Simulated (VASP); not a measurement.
# Pb (P6_3/mmc) in VASP: further runs

Runs on Pb. Level: PBEsol. Tasks: single point.

Everything below comes from runs of VASP 6.6.1. Logs are shortened: lines on timing, memory, paths and dates and some standing lists are left out, and cuts for length are marked.

## 1. The crystal as given

Symmetry: P6_3/mmc, No. 194, hexagonal system. The conventional cell has a = 3.480 Å, b = 3.480 Å, c = 5.590 Å, α = 90.00°, β = 90.00°, γ = 120.00°. Around Pb (site symmetry -6m2) lie 12 Pb at 3.44 to 3.48 Å.

This isn't the form of Pb at room conditions, which is fcc.

## 2. Single point, PBEsol

Contents of INCAR:

```
PREC = Accurate
ENCUT = 450
EDIFF = 1E-6
ISMEAR = -1
SIGMA = 0.1
LREAL = False
LASPH = True
NELM = 100
ALGO = Normal
ISIF = 2
LWAVE = False
LCHARG = False
GGA = PS
ADDGRID = False
```

Contents of KPOINTS:

```
regular mesh
0
Gamma
  19 19 10
```

Contents of POSCAR:

```
Pb
1.0
    3.4800000000      0.0000000000      0.0000000000
   -1.7400000000      3.0137684052      0.0000000000
    0.0000000000      0.0000000000      5.5900000000
Pb
2
Direct
    0.6916670000      0.3496840000      0.7502860000
    0.3559200000      0.6835750000      0.2530120000
```

Potentials or basis: VASP PAW PBE potentials, release 64 (Pb_d).

The run is started by

```
> cat potpaw_PBE.64/Pb_d/POTCAR > POTCAR
> mpirun -np 1 vasp_std > vasp.out
```

OUTCAR:

```text
PREC = Accurate
   ENCUT = 450
   EDIFF = 1E-6
   ISMEAR = -1
   LREAL = False
   LASPH = True
   NELM = 100
   ISIF = 2
   GGA = PS

 Found   1806 irreducible k-points:

 Following reciprocal coordinates:
            Coordinates               Weight
  0.000000  0.000000  0.000000      1.000000
  0.052632  0.000000  0.000000      2.000000
  0.000000  0.052632  0.000000      2.000000
 -0.052632  0.052632  0.000000      2.000000
  0.105263  0.000000  0.000000      2.000000
  0.000000  0.105263  0.000000      2.000000
   k-points           NKPTS =   1806   k-points in BZ     NKDIM =   1806   number of bands    NBANDS=     18
   number of dos      NEDOS =    301   number of ions     NIONS =      2
   total plane-waves  NPLWV =  23040
   dimension x,y,z NGX =    24 NGY =   24 NGZ =   40
   dimension x,y,z NGXF=    48 NGYF=   48 NGZF=   80
   ions per type =               2
   NGX,Y,Z   is equivalent  to a cutoff of  11.47, 11.47, 11.90 a.u.
   NGXF,Y,Z  is equivalent  to a cutoff of  22.93, 22.93, 23.79 a.u.
 SYSTEM =  unknown system
   PREC   = accura    normal or accurate (medium, high low for compatibility)
   ISTART =      0    job   : 0-new  1-cont  2-samecut
   ICHARG =      2    charge: 1-file 2-atom 10-const
   ISPIN  =      1    spin polarized calculation?
   LNONCOLLINEAR =      F non collinear calculations
   LSORBIT =      F    spin-orbit coupling
   LASPH  =      T    aspherical Exc in radial PAW
   ENCUT  =  450.0 eV  33.07 Ry    5.75 a.u.   6.02  6.02  9.67*2*pi/ulx,y,z
   NELM   =    100;   NELMIN=  2; NELMDL= -5     # of ELM steps
   EDIFF  = 0.1E-05   stopping-criterion for ELM
   LREAL  =      F    real-space projection
   EDIFFG = 0.1E-04   stopping-criterion for IOM
   NSW    =      0    number of steps for IOM
   IBRION =     -1    ionic relax: 0-MD 1-quasi-New 2-CG
   NFREE  =      0    steps in history (QN), initial steepest desc. (CG)
   ISIF   =      2    stress and relaxation
   ISYM   =      2    0-nonsym 1-usesym 2-fastsym
   POTIM  = 0.5000    time-step for ionic-motion
   TEBEG  =    0.0;   TEEND  =   0.0 temperature during run
   PSTRESS=    0.0 pullay stress
   NELECT =      28.0000    total number of electrons
   NUPDOWN=      -1.0000    fix difference up-down
   EMIN   =  10.00;   EMAX   =-10.00  energy-range for DOS
   EFERMI =   0.00;   METHOD = LEGACY
   ISMEAR =    -1;   SIGMA  =   0.10  broadening in eV -4-tet -1-fermi 0-gaus
   EFERMI_NEDOS =   21; number of points for ismear=-14 and -15
   IALGO  =     38    algorithm
   IMIX   =      4    mixing-type and parameters
     AMIX     =   0.40;   BMIX     =  1.00
     AMIX_MAG =   1.60;   BMIX_MAG =  1.00
  volume/ion in A,a.u.               =      29.31       197.82
  Fermi-wavevector in a.u.,A,eV,Ry     =   1.279658  2.418203 22.279870  1.637524
  Thomas-Fermi vector in A             =   2.412131
   LORBIT       =      0    0 simple, 1 ext, 2 COOP (PROOUT), +10 PAW based schemes
   GGA     = PS    functional components
   LHFCALC =     F    Hartree Fock is set to
   AEXX    =    0.0000 exact exchange contribution
   IVDW    =     0    specifies the selected vdW correction
   LEPSILON=     F    determine dielectric tensor
   LRPA    =     F    only Hartree local field effects (RPA)
 non-spin polarized calculation
  energy-cutoff  :      450.00
  volume of cell :       58.63
 maximum number of plane-waves:      1293
   NGX = 13   NGY = 13   NGZ = 19

 number of electron      28.0000002 magnetization

 Free energy of the ion-electron system (eV)
  ---------------------------------------------------
  ext. energy  EPLUGINS =         0.00000000
  ---------------------------------------------------
  free energy    TOTEN  =        -7.98140535 eV

  energy without entropy =       -7.94517437  energy(sigma->0) =       -7.96328986

 E-fermi :   7.4261     XC(G=0): -10.5062

 val. band max:        7.4250638484   @ k =  -0.4737  -0.2105   0.5000
 cond. band min:       7.4267803306   @ k =   0.2105   0.3158   0.5000
 fundamental gap:      0.0017164822
 Fermi energy:         7.4260758264

 k-point     1 :       0.0000    0.0000    0.0000
  band No.  band energies     occupation
      1      -9.5717      2.00000
      2      -9.5212      2.00000
      3      -9.5100      2.00000
      4      -9.5095      2.00000
      5      -9.4850      2.00000
      6      -9.4845      2.00000
[... 10 lines left out ...]
     17      14.9675      0.00000
     18      15.6186      0.00000

 k-point     2 :       0.0526    0.0000    0.0000
  band No.  band energies     occupation
      1      -9.5688      2.00000
      2      -9.5291      2.00000
      3      -9.5026      2.00000
      4      -9.4997      2.00000
      5      -9.4831      2.00000
      6      -9.4782      2.00000
[... 10 lines left out ...]
     17      15.0467      0.00000
     18      15.5656      0.00000

 k-point     3 :       0.0000    0.0526    0.0000
  band No.  band energies     occupation
      1      -9.5689      2.00000
      2      -9.5289      2.00000
      3      -9.5027      2.00000
      4      -9.4996      2.00000
      5      -9.4834      2.00000
      6      -9.4781      2.00000
[... 10 lines left out ...]
     17      15.0567      0.00000
     18      15.5660      0.00000

 k-point     4 :      -0.0526    0.0526    0.0000
  band No.  band energies     occupation
      1      -9.5691      2.00000
      2      -9.5285      2.00000
      3      -9.5029      2.00000
      4      -9.4993      2.00000
      5      -9.4838      2.00000
      6      -9.4778      2.00000
[... 10 lines left out ...]
     17      15.0745      0.00000
     18      15.5668      0.00000

 k-point     5 :       0.1053    0.0000    0.0000
  band No.  band energies     occupation
      1      -9.5686      2.00000
      2      -9.5333      2.00000
      3      -9.4875      2.00000
      4      -9.4822      2.00000
      5      -9.4724      2.00000
      6      -9.4595      2.00000
[... 10 lines left out ...]
     17      15.1668      0.00000
     18      15.3364      0.00000

 k-point     6 :       0.0000    0.1053    0.0000
  band No.  band energies     occupation
      1      -9.5689      2.00000
      2      -9.5330      2.00000
      3      -9.4871      2.00000
      4      -9.4823      2.00000
      5      -9.4728      2.00000
      6      -9.4595      2.00000
[... 10 lines left out ...]
     17      15.1728      0.00000
     18      15.3382      0.00000

 [... further k-points ...]

------------------------ aborting loop because EDIFF is reached ----------------------------------------

  FORCE on cell =-STRESS in cart. coord.  units (eV):
  Direction    XX          YY          ZZ          XY          YZ          ZX
  --------------------------------------------------------------------------------------
  -------------------------------------------------------------------------------------
  Total        0.1491383      0.1512409      0.8825469      0.0055264      0.0001352     -0.0006654
  in kB        4.0756673      4.1331276     24.1183411      0.1510267      0.0036956     -0.0181838
  external PRESSURE =      10.7757120 kB  Pullay stress =       0.0000000 kB

 VOLUME and BASIS-vectors are now :
 -----------------------------------------------------------------------------
  energy-cutoff  :      450.00
  volume of cell :       58.63
      direct lattice vectors                 reciprocal lattice vectors
     3.480000000  0.000000000  0.000000000     0.287356322  0.165905250  0.000000000
    -1.740000000  3.013768405  0.000000000     0.000000000  0.331810500  0.000000000
     0.000000000  0.000000000  5.590000000     0.000000000  0.000000000  0.178890877

 POSITION                                       TOTAL-FORCE (eV/Angst)
 -----------------------------------------------------------------------------------
      1.79855      1.05387      4.19410        -0.003451      0.000551      0.037444
      0.04918      2.06014      1.41434         0.003451     -0.000551     -0.037444
 -----------------------------------------------------------------------------------
    total drift:                               -0.000051      0.000037     -0.000070

  FREE ENERGIE OF THE ION-ELECTRON SYSTEM (eV)
  ---------------------------------------------------
  free  energy   TOTEN  =        -7.9814053481 eV

  energy  without entropy=       -7.9451743675  energy(sigma->0) =       -7.96328986
```

It took 4.3 min on 1 thread of Intel Xeon 6975P-C (Granite Rapids), shared host; peak memory 1.2 GiB.

The run converged, but some of its settings lie outside the range that counts as converged, so its numbers aren't taken as properties of the crystal.

What came out:

```
Free energy            : -7.9814 eV
Pressure               : 1.1 GPa
Largest force          : 0.038 eV/Å
Band gap on the k mesh : none (metal or under the smearing width)
```

Caveat: the PAW data sets were made with another functional, which shifts forces and pressure a little.

## 3. Single point, PBEsol

Changes to INCAR since step 2:

```diff
@@ -4,3 +4,3 @@
 ISMEAR = -1
-SIGMA = 0.1
+SIGMA = 0.05
 LREAL = False
```

KPOINTS is that of step 2.

Contents of POSCAR:

```
Pb
1.0
    3.4800000000      0.0000000000      0.0000000000
   -1.7400000000      3.0137684052      0.0000000000
    0.0000000000      0.0000000000      5.5900000000
Pb
2
Direct
    0.6666666667      0.3333333333      0.7500000000
    0.3333333333      0.6666666667      0.2500000000
```

Potentials or basis: VASP PAW PBE potentials, release 64 (Pb_d).

The run is started by

```
> cat potpaw_PBE.64/Pb_d/POTCAR > POTCAR
> mpirun -np 1 vasp_std > vasp.out
```

Run time: 36 s. Hardware: 1 thread of Intel Xeon 6975P-C (Granite Rapids), shared host; peak memory 0.28 GiB.

These settings aren't checked as converged: the numbers below hold their error.

Results:

- Free energy: -7.9680 eV
- Pressure: 1.1 GPa
- Band gap on the k mesh: none (metal or under the smearing width)

Caveat: the PAW data sets were made with another functional, which shifts forces and pressure a little.

## 4. Single point, PBEsol

INCAR is that of step 3.

KPOINTS is that of step 3.

Contents of POSCAR:

```
Pb
1.0
    3.4800000000      0.0000000000      0.0000000000
   -1.7400000000      3.0137684052      0.0000000000
    0.0000000000      0.0000000000      5.5900000000
Pb
2
Direct
    0.6916670000      0.3496840000      0.7502860000
    0.3559200000      0.6835750000      0.2530120000
```

The run is started by

```
> cat potpaw_PBE.64/Pb_d/POTCAR > POTCAR
> mpirun -np 1 vasp_std > vasp.out
```

Run time: 4.5 min. Hardware: 1 thread of Intel Xeon 6975P-C (Granite Rapids), shared host; peak memory 1.2 GiB.

The run converged, but some of its settings lie outside the range that counts as converged, so its numbers aren't taken as properties of the crystal.

Results:

- Free energy: -7.9677 eV
- Pressure: 1.1 GPa
- Largest force: 0.037 eV/Å
- Band gap on the k mesh: none (metal or under the smearing width)

Caveat: the PAW data sets were made with another functional, which shifts forces and pressure a little.

## 5. Single point, PBEsol

Changes to INCAR since step 4:

```diff
@@ -4,3 +4,3 @@
 ISMEAR = -1
-SIGMA = 0.05
+SIGMA = 0.02
 LREAL = False
```

KPOINTS is that of step 4.

Contents of POSCAR:

```
Pb
1.0
    3.4800000000      0.0000000000      0.0000000000
   -1.7400000000      3.0137684052      0.0000000000
    0.0000000000      0.0000000000      5.5900000000
Pb
2
Direct
    0.6666666667      0.3333333333      0.7500000000
    0.3333333333      0.6666666667      0.2500000000
```

Potentials or basis: VASP PAW PBE potentials, release 64 (Pb_d).

The run is started by

```
> cat potpaw_PBE.64/Pb_d/POTCAR > POTCAR
> mpirun -np 1 vasp_std > vasp.out
```

OUTCAR:

```text
PREC = Accurate
   ENCUT = 450
   EDIFF = 1E-6
   ISMEAR = -1
   LREAL = False
   LASPH = True
   NELM = 100
   ISIF = 2
   GGA = PS

 Found    240 irreducible k-points:

 Following reciprocal coordinates:
            Coordinates               Weight
  0.000000  0.000000  0.000000      1.000000
  0.052632  0.000000  0.000000      6.000000
  0.105263  0.000000  0.000000      6.000000
  0.157895  0.000000  0.000000      6.000000
  0.210526 -0.000000  0.000000      6.000000
  0.263158  0.000000  0.000000      6.000000
   k-points           NKPTS =    240   k-points in BZ     NKDIM =    240   number of bands    NBANDS=     18
   number of dos      NEDOS =    301   number of ions     NIONS =      2
   total plane-waves  NPLWV =  23040
   dimension x,y,z NGX =    24 NGY =   24 NGZ =   40
   dimension x,y,z NGXF=    48 NGYF=   48 NGZF=   80
   ions per type =               2
   NGX,Y,Z   is equivalent  to a cutoff of  11.47, 11.47, 11.90 a.u.
   NGXF,Y,Z  is equivalent  to a cutoff of  22.93, 22.93, 23.79 a.u.
 SYSTEM =  unknown system
   PREC   = accura    normal or accurate (medium, high low for compatibility)
   ISTART =      0    job   : 0-new  1-cont  2-samecut
   ICHARG =      2    charge: 1-file 2-atom 10-const
   ISPIN  =      1    spin polarized calculation?
   LNONCOLLINEAR =      F non collinear calculations
   LSORBIT =      F    spin-orbit coupling
   LASPH  =      T    aspherical Exc in radial PAW
   ENCUT  =  450.0 eV  33.07 Ry    5.75 a.u.   6.02  6.02  9.67*2*pi/ulx,y,z
   NELM   =    100;   NELMIN=  2; NELMDL= -5     # of ELM steps
   EDIFF  = 0.1E-05   stopping-criterion for ELM
   LREAL  =      F    real-space projection
   EDIFFG = 0.1E-04   stopping-criterion for IOM
   NSW    =      0    number of steps for IOM
   IBRION =     -1    ionic relax: 0-MD 1-quasi-New 2-CG
   NFREE  =      0    steps in history (QN), initial steepest desc. (CG)
   ISIF   =      2    stress and relaxation
   ISYM   =      2    0-nonsym 1-usesym 2-fastsym
   POTIM  = 0.5000    time-step for ionic-motion
   TEBEG  =    0.0;   TEEND  =   0.0 temperature during run
   PSTRESS=    0.0 pullay stress
   NELECT =      28.0000    total number of electrons
   NUPDOWN=      -1.0000    fix difference up-down
   EMIN   =  10.00;   EMAX   =-10.00  energy-range for DOS
   EFERMI =   0.00;   METHOD = LEGACY
   ISMEAR =    -1;   SIGMA  =   0.02  broadening in eV -4-tet -1-fermi 0-gaus
   EFERMI_NEDOS =   21; number of points for ismear=-14 and -15
   IALGO  =     38    algorithm
   IMIX   =      4    mixing-type and parameters
     AMIX     =   0.40;   BMIX     =  1.00
     AMIX_MAG =   1.60;   BMIX_MAG =  1.00
  volume/ion in A,a.u.               =      29.31       197.82
  Fermi-wavevector in a.u.,A,eV,Ry     =   1.279658  2.418203 22.279870  1.637524
  Thomas-Fermi vector in A             =   2.412131
   LORBIT       =      0    0 simple, 1 ext, 2 COOP (PROOUT), +10 PAW based schemes
   GGA     = PS    functional components
   LHFCALC =     F    Hartree Fock is set to
   AEXX    =    0.0000 exact exchange contribution
   IVDW    =     0    specifies the selected vdW correction
   LEPSILON=     F    determine dielectric tensor
   LRPA    =     F    only Hartree local field effects (RPA)
 non-spin polarized calculation
  energy-cutoff  :      450.00
  volume of cell :       58.63
 maximum number of plane-waves:      1293
   NGX = 13   NGY = 13   NGZ = 19

 number of electron      28.0000001 magnetization

 Free energy of the ion-electron system (eV)
  ---------------------------------------------------
  ext. energy  EPLUGINS =         0.00000000
  ---------------------------------------------------
  free energy    TOTEN  =        -7.96422193 eV

  energy without entropy =       -7.96277057  energy(sigma->0) =       -7.96349625

 E-fermi :   7.4263     XC(G=0): -10.5059

 val. band max:        7.4132281937   @ k =   0.3158   0.1053   0.0000
 cond. band min:       7.4420695101   @ k =   0.3158   0.0526   0.2000
 fundamental gap:      0.0288413164
 Fermi energy:         7.4263378946

 k-point     1 :       0.0000    0.0000    0.0000
  band No.  band energies     occupation
      1      -9.5686      2.00000
      2      -9.5180      2.00000
      3      -9.5088      2.00000
      4      -9.5088      2.00000
      5      -9.4835      2.00000
      6      -9.4835      2.00000
[... 10 lines left out ...]
     17      14.9475      0.00000
     18      15.6215      0.00000
[... 85 lines left out ...]
 k-point     6 :       0.2632    0.0000    0.0000
  band No.  band energies     occupation
      1      -9.6298      2.00000
      2      -9.5144      2.00000
      3      -9.5139      2.00000
      4      -9.4901      2.00000
      5      -9.4490      2.00000
      6      -9.3672      2.00000
[... 10 lines left out ...]
     17      12.9199      0.00000
     18      14.3453      0.00000

 [... further k-points ...]

------------------------ aborting loop because EDIFF is reached ----------------------------------------

  FORCE on cell =-STRESS in cart. coord.  units (eV):
  Direction    XX          YY          ZZ          XY          YZ          ZX
  --------------------------------------------------------------------------------------
  -------------------------------------------------------------------------------------
  Total        0.1382228      0.1382228      0.9520314      0.0000000      0.0000000     -0.0000000
  in kB        3.7773679      3.7773679     26.0172218      0.0000000      0.0000000     -0.0000000
  external PRESSURE =      11.1906525 kB  Pullay stress =       0.0000000 kB

 VOLUME and BASIS-vectors are now :
 -----------------------------------------------------------------------------
  energy-cutoff  :      450.00
  volume of cell :       58.63
      direct lattice vectors                 reciprocal lattice vectors
     3.480000000  0.000000000  0.000000000     0.287356322  0.165905250  0.000000000
    -1.740000000  3.013768405  0.000000000     0.000000000  0.331810500  0.000000000
     0.000000000  0.000000000  5.590000000     0.000000000  0.000000000  0.178890877

 POSITION                                       TOTAL-FORCE (eV/Angst)
 -----------------------------------------------------------------------------------
      1.74000      1.00459      4.19250        -0.000000      0.000000      0.000000
     -0.00000      2.00918      1.39750         0.000000     -0.000000      0.000000
 -----------------------------------------------------------------------------------
    total drift:                               -0.000000      0.000000      0.000000

  FREE ENERGIE OF THE ION-ELECTRON SYSTEM (eV)
  ---------------------------------------------------
  free  energy   TOTEN  =        -7.9642219255 eV

  energy  without entropy=       -7.9627705681  energy(sigma->0) =       -7.96349625
```

OSZICAR:

```text
N       E                     dE             d eps       ncg     rms          rms(c)
DAV:   1     0.269917867728E+03    0.26992E+03   -0.13703E+04  8648   0.175E+03
DAV:   2     0.979811447342E+01   -0.26012E+03   -0.25695E+03  8660   0.419E+02
DAV:   3    -0.751018933349E+01   -0.17308E+02   -0.17082E+02 10716   0.138E+02
DAV:   4    -0.798329928575E+01   -0.47311E+00   -0.47223E+00 10256   0.267E+01
DAV:   5    -0.800195958536E+01   -0.18660E-01   -0.18659E-01 10662   0.465E+00    0.870E-01
DAV:   6    -0.797234517984E+01    0.29614E-01   -0.54459E-02 11198   0.356E+00    0.405E-01
DAV:   7    -0.796473731218E+01    0.76079E-02   -0.21056E-02 11290   0.213E+00    0.128E-01
DAV:   8    -0.796422608442E+01    0.51123E-03   -0.10452E-03 11278   0.523E-01    0.133E-02
DAV:   9    -0.796422219714E+01    0.38873E-05   -0.41728E-05 11240   0.111E-01    0.629E-03
DAV:  10    -0.796422192546E+01    0.27168E-06   -0.19738E-06  7050   0.196E-02
   1 F= -.79642219E+01 E0= -.79634962E+01  d E =-.145136E-02
```

stdout:

```text
POSCAR found type information on POSCAR Pb
 POSCAR found :  1 types and       2 ions
 scaLAPACK will be used
 -----------------------------------------------------------------------------
|                                                                             |
|                                                                             |
|     You enforced a specific xc type in the INCAR file but a different       |
|     I HOPE YOU KNOW WHAT YOU ARE DOING!                                     |
|                                                                             |
 -----------------------------------------------------------------------------

 LDA part: xc-table for (Slater+PW92), standard interpolation
 POSCAR, INCAR and KPOINTS ok, starting setup
 FFT: planning ... GRIDC
 FFT: planning ... GRID_SOFT
 FFT: planning ... GRID
 WAVECAR not read
 entering main loop
```

It took 38 s on 1 thread of Intel Xeon 6975P-C (Granite Rapids), shared host; peak memory 0.28 GiB.

These settings aren't checked as converged: the numbers below hold their error.

Results:

- Free energy: -7.9642 eV
- Pressure: 1.1 GPa
- Band gap on the k mesh: none (metal or under the smearing width)

Caveat: the PAW data sets were made with another functional, which shifts forces and pressure a little.
